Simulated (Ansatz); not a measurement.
# Al2Pt: candidate structures

Aim: relax 2 candidate structures of Al2Pt by the same steps and rank them by energy.

Program: Ansatz 0.2.0. Level of theory: DFT PBE, scalar-relativistic, plane waves, PAW. These are calculated values, not measurements.

## 1. The structure to begin with

It takes space group Fm-3m (No. 225, cubic). The conventional cell has a = 5.910 Å, b = 5.910 Å, c = 5.910 Å, α = 90.00°, β = 90.00°, γ = 90.00°. Al (site symmetry -43m) has 4 Pt at 2.56 Å as nearest neighbours. Pt (site symmetry m-3m) has 8 Al at 2.56 Å as nearest neighbours.

Coordinates:

```cif
data_structure
_symmetry_space_group_name_H-M 'Fm-3m'
_symmetry_Int_Tables_number 225
_cell_length_a 5.9100
_cell_length_b 5.9100
_cell_length_c 5.9100
_cell_angle_alpha 90.000
_cell_angle_beta 90.000
_cell_angle_gamma 90.000
_cell_volume 206.43
loop_
_atom_site_label
_atom_site_type_symbol
_atom_site_symmetry_multiplicity
_atom_site_Wyckoff_symbol
_atom_site_fract_x
_atom_site_fract_y
_atom_site_fract_z
_atom_site_occupancy
Al1 Al 8 c 0.25000 0.75000 0.75000 1
Pt1 Pt 4 a 0.00000 0.00000 0.00000 1
```

This is candidate A: structure reported for this formula (Fm-3m, No. 225).

## 2. Probe: one point at the start (candidate A)

Input file input.yaml:

```yaml
crystal:
  lattice:
    - [0.0, 2.955, 2.955]
    - [2.955, 0.0, 2.955]
    - [2.955, 2.955, 0.0]
  atoms:
    - { symbol: Al, position: [0.25, 0.25, 0.25] }
    - { symbol: Al, position: [0.75, 0.75, 0.75] }
    - { symbol: Pt, position: [0.0, 0.0, 0.0] }
basis:
  ecutwfc: 420
kpoints:
  mp_grid: { grid: [6, 6, 6] }
hamiltonian:
  xc: pbe
scf:
  occupations: { method: gaussian, width: 0.1 }
  lower_state_search: "off"
output:
  forces: true
  stress: true
  eigenvalues: true
```

On the command line:

```bash
> ansatz run input.yaml --threads 1 --pin off --max-ram 2560MiB --backend cpu --events-out ev --progress --plain --runs-dir out
```

Standard output, cut to the lines that bear on the results:

```text
[...]
SCF converged after 6 iterations
Free energy (F): -13600.678694 eV
[...]
E sigma→0 (E₀):  -13600.677233 eV
Entropy (-TS):   -0.002922 eV (-0.974 meV/atom)
Fermi energy:    11.420957 eV
[...]
--- Forces (eV/Å), atoms counted from 1 ---
  atom   1  Al    -0.00000000    -0.00000000     0.00000000
  atom   2  Al    -0.00000000    -0.00000000    -0.00000000
  atom   3  Pt    -0.00000000     0.00000000     0.00000000
[...]
--- Stress (GPa, compression-positive) ---
        2.402858      -0.000000      -0.000000
        0.000000       2.402858      -0.000000
       -0.000000      -0.000000       2.402858
  P = ⅓ Tr σ = 2.4029 GPa (24.029 kbar)
--- Band table (eV; the first three rows and the last of 16) ---
  k-point 0: bands = ["-87.4882", "-41.7203", "-41.7203", "-41.7203", "1.1738", "6.3335", "6.3335", "6.3335", "7.6836", "7.6836", "14.3633", "15.2084", "15.2084", "15.2084", "16.8056", "16.8056"]
[...]
```

Run time: 1.1 s. Hardware: 1 thread of AMD EPYC 7R43 (Zen 3), shared host; peak memory 0.34 GiB.

The probe gives pressure 2.4 GPa, largest force 0.00 eV/Å, gap on this mesh none (metal). The gap decides the next run's mesh: 14×14×14 points.

## 3. The relaxation (candidate A)

Edit input.yaml of step 2 so:

```diff
@@ -12,3 +12,3 @@
 kpoints:
-  mp_grid: { grid: [6, 6, 6] }
+  mp_grid: { grid: [14, 14, 14] }
 hamiltonian:
@@ -17,3 +17,2 @@
   occupations: { method: gaussian, width: 0.1 }
-  lower_state_search: "off"
 output:
@@ -22 +21,6 @@
   eigenvalues: true
+relax:
+  adjacent_minimum: "off"
+  f_tol: 0.01
+  max_steps: 80
+  cell: { stress_tol: 0.05 }
```

On the command line:

```bash
> ansatz run input.yaml --threads 1 --pin off --max-ram 2560MiB --backend cpu --events-out ev --progress --plain --runs-dir out
```

Standard output:

```text
Warning: RAYON_NUM_THREADS=1 ignored (pool sized by the plan → 1); use --threads N
Engine: ansatz 0.2.0, x86_64-unknown-linux-gnu
Pseudopotentials: kind: paw
Pseudopotential: Al, paw, valence charge 3, recommended cutoff 420 eV (normal), Al.paw.azcp
Pseudopotential: Pt, paw, valence charge 18, recommended cutoff 420 eV (normal), Pt.paw.azcp
Functional definition: PBE
  parameter kappa = 0.804
  parameter beta = 0.06672455060314922
  exchange = pbe_x(kappa = kappa, mu = beta*pi^2/3)
  correlation = pbe_c(beta = beta)
Crystal: 3 atoms, lattice volume = 51.606 Å³
Basis set: ecut = 420 eV, 965 PW (Γ), exchange–correlation on 60×60×60 points (8 copies of the dense FFT grid, shifted against one another)
Bands: 16, of which v1, the nominal top of the filled ones, is band 12 counted from 1 (11 counted from 0)
Symmetry: 48 space group operations
Space group: Fm-3m (ITA 225), of the structure as read, at distance tolerance 3.7e-5 Å
k-points: 104 of 2744
Non-local potential: Al, projectors of the file, l = 0: 2, l = 1: 2, l = 2: 1
Non-local potential: Pt, projectors of the file, l = 0: 3, l = 1: 2, l = 2: 2, l = 3: 1
PAW form: soft (Blöchl's): semilocal exchange-correlation on the pseudo side does not see the compensation charge
PAW one-centre angular grid: Al, 110 points (default); XC on 64 Gauss nodes
PAW one-centre angular grid: Pt, 590 points (default); XC on 64 Gauss nodes
Initial density: superposition of atomic densities (neutral atoms: chi_scale 0, normalization atom), corrected by the library's trained network
Initial wavefunctions: pseudopotential atomic-orbital guess
Functional: x = pbe(κ = 0.804, μ = 0.2195149727645171), c = pbe(β = 0.06672455060314922)
SCF iter   1: F=—  HF=-13600.665001 eV  |F-HF|=—  |Δ(HF+E_count)|=         —  Δρ=1.76e-3  dr2=1.78e-3  ethr=1.77e-3  ⟨swp⟩=5.2  Hψ=8665  notcnv=0
preconditioner: auto → Kerker (q_TF=auto, 2.401 Å⁻¹)  [metal: Δε(μ)=0.033 eV  Ē_g=8.305 eV  σ=0.100 eV  W_gap=0.18  n_scr=14 (ndim 8)  ℏωp=20.7 eV  f_vac=0.001  D(μ)=1.24/eV (n_scr^D=8)]
SCF iter   2: F=—  HF=-13600.665217 eV  |F-HF|=—  |Δ(HF+E_count)|=   2.16e-4  Δρ=8.45e-4  dr2=2.98e-4  ethr=7.43e-6  ⟨swp⟩=2.2  Hψ=3054  notcnv=0
SCF iter   3: F=—  HF=-13600.665254 eV  |F-HF|=—  |Δ(HF+E_count)|=   3.72e-5  Δρ=2.43e-4  dr2=2.72e-5  ethr=1.24e-6  ⟨swp⟩=2.1  Hψ=2411  notcnv=0
SCF iter   4: F=—  HF=-13600.665213 eV  |F-HF|=—  |Δ(HF+E_count)|=   4.14e-5  Δρ=4.57e-5  dr2=9.28e-7  ethr=1.14e-7  ⟨swp⟩=2.3  Hψ=2412  notcnv=0
iter 5 did not close the SCF: its close was put off for the readings that it lacked (scf_convergence_deferred on its scf_iter line)
SCF iter   5: F=-13600.665213 eV  HF=-13600.665213 eV  |F-HF|=6.16e-9  |Δ(HF+E_count)|=   2.38e-7  Δρ=7.12e-6  dr2=2.84e-8  ethr=3.87e-9  ⟨swp⟩=2.5  Hψ=2396  notcnv=0
SCF iter   6: F=-13600.665213 eV  HF=-13600.665213 eV  |F-HF|=2.64e-10  |Δ(HF+E_count)|=   4.08e-9  Δρ=1.41e-6  dr2=1.99e-9  ethr=1.19e-10  ⟨swp⟩=3.1  Hψ=6147  notcnv=0
SCF 1 converged in 6 iterations: F = -13600.665213 eV  dr2 = 1.99e-9
relax step   1: F+E_penalty+E_count = -13600.66521257 eV  Δ(F+E_penalty+E_count) = +0.000e0 eV  max|allowed force component| = 1.850e-17 eV/Å  Δτ_max = 0.0000 Å  P = +2.449 GPa  Ω = 51.606 Å³  (6 SCF iters, dr2 threshold 1.00e-7 eV, accepted)
Crystal: 3 atoms, lattice volume = 52.827 Å³
Basis set: ecut = 420 eV, 1037 PW (Γ), exchange–correlation on 60×60×60 points (8 copies of the dense FFT grid, shifted against one another)
Initial density: handed on by an earlier stage of this run
Initial wavefunctions: those handed on with the density
iter 1 solved again at ethr=1.65e-5 eV; its pass at ethr=3.10e-3 eV (dr2=3.96e-3 eV) is discarded
SCF iter   1: F=—  HF=-13600.672380 eV  |F-HF|=—  |Δ(HF+E_count)|=         —  Δρ=2.38e-3  dr2=4.44e-3  ethr=1.65e-5  ⟨swp⟩=1.7  Hψ=9757  notcnv=0
preconditioner: auto → Kerker (q_TF=auto, 2.392 Å⁻¹)  [metal: Δε(μ)=0.003 eV  Ē_g=8.177 eV  σ=0.100 eV  W_gap=0.02  n_scr=14 (ndim 8)  ℏωp=20.4 eV  f_vac=0.002  D(μ)=1.28/eV (n_scr^D=8)]
SCF iter   2: F=—  HF=-13600.671343 eV  |F-HF|=—  |Δ(HF+E_count)|=   1.04e-3  Δρ=8.91e-4  dr2=2.40e-4  ethr=1.65e-5  ⟨swp⟩=2.4  Hψ=2335  notcnv=0
SCF iter   3: F=—  HF=-13600.671283 eV  |F-HF|=—  |Δ(HF+E_count)|=   5.99e-5  Δρ=4.26e-4  dr2=5.63e-5  ethr=1.00e-6  ⟨swp⟩=1.4  Hψ=1880  notcnv=0
SCF iter   4: F=—  HF=-13600.671291 eV  |F-HF|=—  |Δ(HF+E_count)|=   7.68e-6  Δρ=7.27e-5  dr2=5.00e-6  ethr=2.35e-7  ⟨swp⟩=2.1  Hψ=2852  notcnv=0
SCF iter   5: F=—  HF=-13600.671294 eV  |F-HF|=—  |Δ(HF+E_count)|=   2.76e-6  Δρ=2.06e-5  dr2=3.82e-7  ethr=2.08e-8  ⟨swp⟩=2.0  Hψ=2320  notcnv=0
SCF iter   6: F=-13600.671294 eV  HF=-13600.671294 eV  |F-HF|=1.53e-8  |Δ(HF+E_count)|=   2.37e-7  Δρ=6.94e-6  dr2=3.28e-8  ethr=1.25e-9  ⟨swp⟩=5.0  Hψ=6913  notcnv=0
the search or the solves at the SCF's close seem to have found levels that the self-consistency loop had missed (the run counts 1). By its estimate they hold under 1e-12 electrons; where the run keeps them, the occupations were computed again with them
SCF 2 converged in 6 iterations: F = -13600.671294 eV  dr2 = 3.28e-8
relax step   2: F+E_penalty+E_count = -13600.67129386 eV  Δ(F+E_penalty+E_count) = -6.081e-3 eV  max|allowed force component| = 9.252e-17 eV/Å  Δτ_max = 0.0000 Å  P = -0.670 GPa  Ω = 52.827 Å³  energy of the carried Pulay correction = -4.435e-4 eV  (6 SCF iters, dr2 threshold 3.00e-7 eV, accepted)
Crystal: 3 atoms, lattice volume = 52.560 Å³
iter 1 solved again at ethr=7.34e-7 eV; its pass at ethr=3.10e-3 eV (dr2=1.76e-4 eV) is discarded
SCF iter   1: F=—  HF=-13600.672058 eV  |F-HF|=—  |Δ(HF+E_count)|=         —  Δρ=5.24e-4  dr2=2.13e-4  ethr=7.34e-7  ⟨swp⟩=2.2  Hψ=9370  notcnv=0
preconditioner: auto → Kerker (q_TF=auto, 2.394 Å⁻¹)  [metal: Δε(μ)=0.017 eV  Ē_g=8.186 eV  σ=0.100 eV  W_gap=0.10  n_scr=14 (ndim 8)  ℏωp=20.5 eV  f_vac=0.000  D(μ)=1.27/eV (n_scr^D=8)]
SCF iter   2: F=—  HF=-13600.671969 eV  |F-HF|=—  |Δ(HF+E_count)|=   8.87e-5  Δρ=1.94e-4  dr2=1.08e-5  ethr=7.34e-7  ⟨swp⟩=2.3  Hψ=2400  notcnv=0
SCF iter   3: F=—  HF=-13600.671968 eV  |F-HF|=—  |Δ(HF+E_count)|=   9.89e-7  Δρ=9.31e-5  dr2=2.64e-6  ethr=4.50e-8  ⟨swp⟩=1.3  Hψ=1994  notcnv=0
SCF iter   4: F=-13600.671969 eV  HF=-13600.671968 eV  |F-HF|=9.53e-8  |Δ(HF+E_count)|=   2.67e-7  Δρ=1.55e-5  dr2=2.24e-7  ethr=1.25e-9  ⟨swp⟩=3.0  Hψ=7024  notcnv=0
SCF 3 converged in 4 iterations: F = -13600.671969 eV  dr2 = 2.24e-7
relax step   3: F+E_penalty+E_count = -13600.67196853 eV  Δ(F+E_penalty+E_count) = -6.747e-4 eV  max|allowed force component| = 8.018e-17 eV/Å  Δτ_max = 0.0000 Å  P = -0.020 GPa  Ω = 52.560 Å³  energy of the carried Pulay correction = -3.473e-4 eV  (4 SCF iters, dr2 threshold 3.00e-7 eV, accepted)
Initial wavefunctions: pseudopotential atomic-orbital guess (no wavefunctions were taken with the density)
iter 1 solved again at ethr=3.30e-8 eV; its pass at ethr=3.10e-3 eV (dr2=7.92e-6 eV) is discarded
SCF iter   1: F=—  HF=-13600.672352 eV  |F-HF|=—  |Δ(HF+E_count)|=         —  Δρ=5.64e-5  dr2=3.35e-7  ethr=3.30e-8  ⟨swp⟩=4.0  Hψ=13651  notcnv=0
preconditioner: auto → Kerker (q_TF=auto, 2.394 Å⁻¹)  [metal: Δε(μ)=0.015 eV  Ē_g=8.191 eV  σ=0.100 eV  W_gap=0.08  n_scr=14 (ndim 8)  ℏωp=20.5 eV  f_vac=0.000  D(μ)=1.27/eV (n_scr^D=8)]
SCF iter   2: F=—  HF=-13600.672320 eV  |F-HF|=—  |Δ(HF+E_count)|=   3.20e-5  Δρ=3.01e-5  dr2=1.67e-7  ethr=1.40e-9  ⟨swp⟩=1.9  Hψ=2213  notcnv=0
SCF iter   3: F=—  HF=-13600.672323 eV  |F-HF|=—  |Δ(HF+E_count)|=   2.30e-6  Δρ=6.26e-6  dr2=2.62e-8  ethr=6.94e-10  ⟨swp⟩=2.3  Hψ=2480  notcnv=0
SCF iter   4: F=—  HF=-13600.672323 eV  |F-HF|=—  |Δ(HF+E_count)|=   3.28e-8  Δρ=3.10e-6  dr2=5.80e-9  ethr=1.09e-10  ⟨swp⟩=2.2  Hψ=2425  notcnv=0
SCF iter   5: F=—  HF=-13600.672323 eV  |F-HF|=—  |Δ(HF+E_count)|=   1.42e-8  Δρ=4.34e-7  dr2=7.68e-11  ethr=2.42e-11  ⟨swp⟩=2.0  Hψ=2470  notcnv=0
SCF iter   6: F=-13600.672323 eV  HF=-13600.672323 eV  |F-HF|=0.00e0  |Δ(HF+E_count)|=  2.36e-11  Δρ=1.07e-7  dr2=5.15e-12  ethr=1.00e-12  ⟨swp⟩=6.0  Hψ=7226  notcnv=0
SCF 4 converged in 6 iterations: F = -13600.672323 eV  dr2 = 5.15e-12
relax step   4: F+E_penalty+E_count = -13600.67232264 eV  Δ(F+E_penalty+E_count) = -3.541e-4 eV  max|allowed force component| = 9.869e-17 eV/Å  Δτ_max = 0.0000 Å  P = -0.017 GPa  Ω = 52.560 Å³  stress off target by 1.67e-2 GPa  SCF on the basis re-selected at this cell (its energy is not comparable with the rows above)  (6 SCF iters)
basis re-selected at this cell: Δ(F+E_penalty+E_count) = -3.541e-4 eV, ΔP = +0.004 GPa vs the last step (what re-selecting the basis moved, of the pressure what is left beyond the Pulay correction that the steps carried, after the strain that the cell walked since its last selection, with what the two solves' SCF thresholds leave and, on support functions, any second-order correction that the steps lacked; it is no measure of the basis error at this ecutwfc). This SCF's stress stands 1.67e-2 GPa from its target on what of the cell is left free (relax.cell.stress_tol is 5.00e-2 GPa) and its largest allowed force component is 9.87e-17 eV/Å (relax.f_tol is 1.00e-2 eV/Å): within both
SCF converged after 6 iterations
Free energy (F): -13600.672323 eV
Harris-Foulkes:  -13600.672323 eV  (|F-HF|=0.00e0)
Internal energy: -13600.665965 eV  (E = F + TS)
E sigma→0 (E₀):  -13600.669144 eV
Entropy (-TS):   -0.006357 eV (-2.119 meV/atom)
Fermi energy:    11.136191 eV
--- Per-component energies (eV) ---
  E_band       = -316.275628
  E_kinetic    = 685.958854
  E_local      = -2720.699760  (includes V_loc(G=0)·N_el)
  E_nonlocal   = 217.393647
  E_hartree    = 1080.462441
  E_xc         = -343.056113
  E_vxc        = -363.156212  (∫ρ·V_xc dr)
  E_paw        = -10388.625184  (= ΣΔE_a)
  E_vpaw       = -296.697311  (= ΣTr[D̂ρ^β])
  E_aug_tail   = 0.000185  (compensation charges beyond the density's cutoff)
  E_ewald      = -2132.100036
  E_smearing   = -0.006357  (= −TS)
  E_closure    = -0.000000  (closes the sum)
  Σ components = -13600.672323   (vs F -13600.672323, Δ=0.00e0)
--- Forces (eV/Å), atoms counted from 1 ---
  atom   1  Al     0.00000000    -0.00000000     0.00000000
  atom   2  Al    -0.00000000    -0.00000000    -0.00000000
  atom   3  Pt    -0.00000000     0.00000000     0.00000000
  max |Σ_I F_I| component: 9.25e-18 eV/Å
--- Stress (GPa, compression-positive) ---
       -0.016667       0.000000       0.000000
        0.000000      -0.016667       0.000000
        0.000000       0.000000      -0.016667
  P = ⅓ Tr σ = -0.0167 GPa (-0.167 kbar)
--- Band table (eV; the first three rows and the last of 104) ---
  k-point 0: bands = ["-87.7032", "-41.9321", "-41.9321", "-41.9321", "1.0236", "6.1581", "6.1581", "6.1581", "7.4902", "7.4902", "13.9423", "14.9171", "14.9171", "14.9171", "16.4279", "16.4279"]
  k-point 1: bands = ["-87.7032", "-41.9322", "-41.9321", "-41.9321", "1.0931", "6.1148", "6.1816", "6.1816", "7.4816", "7.4816", "13.7398", "14.2353", "14.6977", "14.6977", "16.6733", "16.6733"]
  k-point 2: bands = ["-87.7032", "-41.9325", "-41.9322", "-41.9322", "1.2992", "5.9962", "6.2459", "6.2459", "7.4643", "7.4643", "12.3675", "14.2208", "14.2208", "14.3575", "16.9137", "16.9256"]
  k-point 103: bands = ["-87.7031", "-41.9338", "-41.9335", "-41.9330", "5.1635", "5.2066", "5.6661", "6.3003", "7.4017", "7.9142", "8.1511", "8.6042", "10.2233", "15.7526", "16.6039", "16.7409"]
--- Relaxed structure (3 steps of the walk, 3 accepted, 1 SCFs on fresh bases) ---
  F+E_penalty+E_count = -13600.67232264 eV   max|allowed force component| = 9.869e-17 eV/Å   (the final SCF, on the basis selected at the relaxed cell)
  cell:  # Å, volume = 52.5599 Å³
    - [-3.630452573438107e-34, 2.973090434111885, 2.973090434111885]
    - [2.973090434111885, 1.2101508578127033e-34, 2.973090434111885]
    - [2.973090434111885, 2.973090434111885, 5.09537203289559e-34]
  atoms:
    - { symbol: Al, position: [0.25, 0.25, 0.25] }
    - { symbol: Al, position: [0.75, 0.75, 0.75] }
    - { symbol: Pt, position: [-2.642442348921211e-35, 1.9974784998067606e-35, -3.490371795289881e-35] }
```

Wall time 19 s (1 thread of AMD EPYC 7R43 (Zen 3), shared host); peak memory 0.45 GiB.

Step by step:

```csv
step,E - E(step 1) (eV/cell),largest force component (eV/Å),pressure (GPa),volume (Å³)
1,0.0000,0.0000,2.45,51.61
2,-0.0061,0.0000,-0.67,52.83
3,-0.0068,0.0000,-0.02,52.56
4,-0.0071,0.0000,-0.02,52.56
```

Step 1 is the start. Step 4 repeats the geometry before it on a plane-wave basis chosen anew for that cell, so its energy need not be comparable with the rows above.

Lengths and angles in the start's conventional setting:

|  | before | after | change |
| --- | --- | --- | --- |
| a (Å) | 5.910 | 5.946 | +0.6 % |
| b (Å) | 5.910 | 5.946 | +0.6 % |
| c (Å) | 5.910 | 5.946 | +0.6 % |
| volume (Å³/atom) | 17.20 | 17.52 | +1.8 % |
| shortest distance (Å) | 2.559 | 2.575 | +0.6 % |
| space group (0.01 Å) | Fm-3m | Fm-3m | same |

Forces and stress were held to the start's 48 operations: a distortion of lower symmetry was not tested.

## 4. Candidate B: TbCd2 type (P6/mmm, No. 191)

Symmetry: P6/mmm, No. 191, hexagonal system. The conventional cell has a = 4.337 Å, b = 4.337 Å, c = 3.051 Å, α = 90.00°, β = 90.00°, γ = 120.00°. Al (site symmetry -6m2) is surrounded by 3 Al at 2.50 Å. Pt (site symmetry 6/mmm) has 12 Al at 2.93 Å and 2 Pt at 3.05 Å as nearest neighbours.

```cif
data_structure
_symmetry_space_group_name_H-M 'P 1'
_symmetry_Int_Tables_number 1
_cell_length_a 4.3373
_cell_length_b 4.3373
_cell_length_c 3.0507
_cell_angle_alpha 90.000
_cell_angle_beta 90.000
_cell_angle_gamma 120.000
_cell_volume 49.70
loop_
_atom_site_label
_atom_site_type_symbol
_atom_site_fract_x
_atom_site_fract_y
_atom_site_fract_z
_atom_site_occupancy
Al1 Al 0.33333 0.66667 0.50000 1
Al2 Al 0.66667 0.33333 0.50000 1
Pt1 Pt 0.00000 0.00000 0.00000 1
```

## 5. Quick check of gap, pressure and forces (candidate B)

Input file input.yaml:

```yaml
crystal:
  lattice:
    - [4.3373052238, 0.0, 0.0]
    - [-2.168652612, 3.7562165079, 0.0]
    - [0.0, 0.0, 3.0507052204]
  atoms:
    - { symbol: Al, position: [0.3333333333, 0.6666666667, 0.5] }
    - { symbol: Al, position: [0.6666666667, 0.3333333333, 0.5] }
    - { symbol: Pt, position: [0.0, 0.0, 0.0] }
basis:
  ecutwfc: 420
kpoints:
  mp_grid: { grid: [6, 6, 6] }
hamiltonian:
  xc: pbe
scf:
  occupations: { method: gaussian, width: 0.1 }
  lower_state_search: "off"
output:
  forces: true
  stress: true
  eigenvalues: true
```

On the command line:

```bash
> ansatz run input.yaml --threads 1 --pin off --max-ram 2560MiB --backend cpu --events-out ev --progress --plain --runs-dir out
```

Standard output, cut to the lines that bear on the results:

```text
[...]
SCF converged after 6 iterations
Free energy (F): -13598.465069 eV
[...]
E sigma→0 (E₀):  -13598.458787 eV
Entropy (-TS):   -0.012564 eV (-4.188 meV/atom)
Fermi energy:    12.563828 eV
[...]
--- Forces (eV/Å), atoms counted from 1 ---
  atom   1  Al    -0.00000000    -0.00000000     0.00000000
  atom   2  Al     0.00000000     0.00000000     0.00000000
  atom   3  Pt    -0.00000000     0.00000000     0.00000000
[...]
--- Stress (GPa, compression-positive) ---
       -0.364449      -0.000000       0.000000
       -0.000000      -0.364449       0.000000
        0.000000       0.000000     -10.745979
  P = ⅓ Tr σ = -3.8250 GPa (-38.250 kbar)
--- Band table (eV; the first three rows and the last of 28) ---
  k-point 0: bands = ["-86.1194", "-40.3638", "-40.3638", "-40.2761", "1.5694", "7.6751", "7.6751", "7.7634", "10.0140", "10.0140", "12.5474", "12.8183", "12.8183", "14.1414", "14.1414", "16.3569"]
[...]
```

It took 1.7 s on 1 thread of AMD EPYC 7R43 (Zen 3), shared host; peak memory 0.36 GiB.

From the probe: pressure -3.8 GPa, largest force 0.00 eV/Å, gap on this mesh none (metal). The gap decides the next run's mesh: 12×12×16 points.

(Part 1 of 2 ends here.)
